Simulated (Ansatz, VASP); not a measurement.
## Two plane-wave programs on Rb

Contents of INCAR:

```
PREC = Accurate ; ENCUT = 520
EDIFF = 1E-6 ; ISMEAR = -1
SIGMA = 0.3 ; LREAL = False
LASPH = True ; NELM = 60
ALGO = Normal ; ISIF = 2
LWAVE = False ; LCHARG = True
GGA = PE ; LELF = True
LVHAR = True ; NBANDS = 10
```

The input KPOINTS:

```
Automatic mesh
0
Gamma
  8 8 8
```

POSCAR

```
Rb
1.0
   -2.8359049291      2.8359049291      2.8359049291
    2.8359049291     -2.8359049291      2.8359049291
    2.8359049291      2.8359049291     -2.8359049291
Rb
1
Direct
    0.0000000000      0.0000000000      0.0000000000
```

Input for Ansatz:

```yaml
crystal:
  lattice:
    - [-2.8359049291, 2.8359049291, 2.8359049291]
    - [2.8359049291, -2.8359049291, 2.8359049291]
    - [2.8359049291, 2.8359049291, -2.8359049291]
  atoms:
    - { symbol: Rb, position: [0.0, 0.0, 0.0] }
hamiltonian:
  xc: pbe
  pseudopotentials:
    kind: paw
    azcp:
      Rb: "pseudopotentials/Rb.paw.azcp"
basis:
  ecutwfc: 420
  fft_grid_basis: typed
kpoints:
  mp_grid: { grid: [8, 8, 8], shift: [0, 0, 0] }
magnetization:
  spin_polarized: false
scf:
  occupations: { method: fermi_dirac, width: 0.3 }
  lower_state_search: "off"
output:
  stress: true
```

Alike in both runs: task single point; functional PBE; k mesh 8 × 8 × 8; occupations fermi-dirac, width 0.3 eV; no spin polarisation.

```csv
,VASP,Ansatz
version,VASP 6.6.1,Ansatz 0.2.0
potentials or method,"VASP PAW PBE potentials, release 64 (Rb_sv)","plane waves (420 eV) with PAW, scalar-relativistic"
plane-wave cutoff (eV),520,420
valence electrons in the cell,9,9
```

|  | VASP | Ansatz | Ansatz less VASP |
| --- | --- | --- | --- |
| pressure (GPa) | 0.1 | 0.1 | 0.00 |

The functional is the same, so the differences come from potentials, cutoffs and numerics.
